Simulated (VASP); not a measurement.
Set up this calculation in VASP 6.6.1, as the native input.

```
Task                   : Born charges
Functional             : PBE
Potentials or basis    : VASP PAW PBE potentials, release 64 (Te, Sn_d)
Cutoff                 : 520 eV
k mesh                 : 7 × 7 × 7
Occupations            : gaussian, width 0.02 eV
Spin                   : no spin polarisation
Further INCAR settings : ALGO = Normal; EDIFF = 1e-08; IBRION = 8
```

The structure of SnTe lies in POSCAR:

```
SnTe
1.0
    0.0000000000      3.1508500000      3.1508500000
    3.1508500000      0.0000000000      3.1508500000
    3.1508500000      3.1508500000      0.0000000000
Te Sn
1 1
Direct
    0.5000000000      0.5000000000      0.5000000000
    0.0000000000      0.0000000000      0.0000000000
```

One way to write it, as run:

INCAR

```
SYSTEM = SnTe
PREC = Accurate
ENCUT = 520
EDIFF = 1E-8
ISMEAR = 0
SIGMA = 0.02
LREAL = .False.
LASPH = .True.
NELM = 80
ALGO = Normal
ISIF = 2
LWAVE = .False.
LCHARG = .False.
GGA = PE
LEPSILON = .True.
IBRION = 8
```

KPOINTS

```
regular mesh
0
Gamma
  7 7 7
  0 0 0
```

Potentials or basis: VASP PAW PBE potentials, release 64 (Te, Sn_d).

Command:

```bash
$ cat potpaw_PBE.64/Te/POTCAR potpaw_PBE.64/Sn_d/POTCAR > POTCAR
$ mpirun -np 1 vasp_std > vasp.out
```

It gave:

```json
{
 "Highest phonon frequency at Γ, LO-TO splitting left out": "30 cm⁻¹"
}
```

Caveat: this odd mesh misses L, where the gap lies, so gap, dielectric constants and Born charges aren't listed.

Run time: 3.4 min on 1 thread of Intel(R) Xeon(R) 6975P-C (Granite Rapids), with other jobs on the host, peak memory 0.3 GiB.
